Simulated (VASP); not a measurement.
Input of a VASP 6.6.1 run:

The input INCAR:

```
SYSTEM = TaN
ALGO     = Normal         ! electronic algorithm
EDIFF    = 1E-7           ! SCF threshold, eV
EDIFFG   = -0.01          ! ionic threshold
ENCUT    = 600            ! plane-wave cutoff, eV
GGA      = RP             ! functional
IBRION   = 2              ! ionic algorithm
ISIF     = 3              ! what is computed and relaxed
ISMEAR   = 1              ! smearing method
KPAR     = 4            
LASPH    = .True.         ! aspherical terms in the spheres
LCHARG   = .False.        ! write CHGCAR
LREAL    = .False.        ! projectors in reciprocal space
LWAVE    = .False.        ! write WAVECAR
NELM     = 80             ! most SCF steps
NSW      = 40             ! ionic steps
PREC     = Accurate       ! precision mode
SIGMA    = 0.2            ! smearing width, eV
```

File KPOINTS:

```
k-points
0
Gamma
  16 16 16
  0 0 0
```

Contents of POSCAR:

```
TaN
1.0
    0.0000000000      2.2000000000      2.2000000000
    2.2000000000      0.0000000000      2.2000000000
    2.2000000000      2.2000000000      0.0000000000
Ta N
1 1
Direct
    0.0000000000      0.0000000000      0.0000000000
    0.5000000000      0.5000000000      0.5000000000
```

Potentials or basis: VASP PAW PBE potentials, release 64 (Ta_pv, N).

Launch:

```sh
$ cat potpaw_PBE.64/Ta_pv/POTCAR potpaw_PBE.64/N/POTCAR > POTCAR
$ mpirun -np 4 vasp_std > vasp.out
```

Problem. Predict the relaxed cell.

Solution. a = 3.141 Å, b = 3.141 Å, c = 3.141 Å, α = 60.00°, β = 60.00°, γ = 60.00°.

Problem. Estimate the relaxed volume.

Solution. 10.95 Å³/atom.

Problem. Estimate the space group after relaxing (to 0.05 Å).

Solution. Fm-3m (No. 225).

Step by step:
```tsv
step	energy change (eV)	largest force (eV/Å)	pressure (GPa)	volume (Å³)
1	0.0000	0.0000	9.44	21.30
2	0.0598	0.0000	-16.85	23.29
3	-0.0174	0.0000	-0.18	21.92
4	-0.0174	0.0000	0.00	21.90
```

Caveat: the PAW data sets were made with another functional, which shifts forces and pressure a little. Spin-orbit coupling is left out, which matters for the levels of Ta.
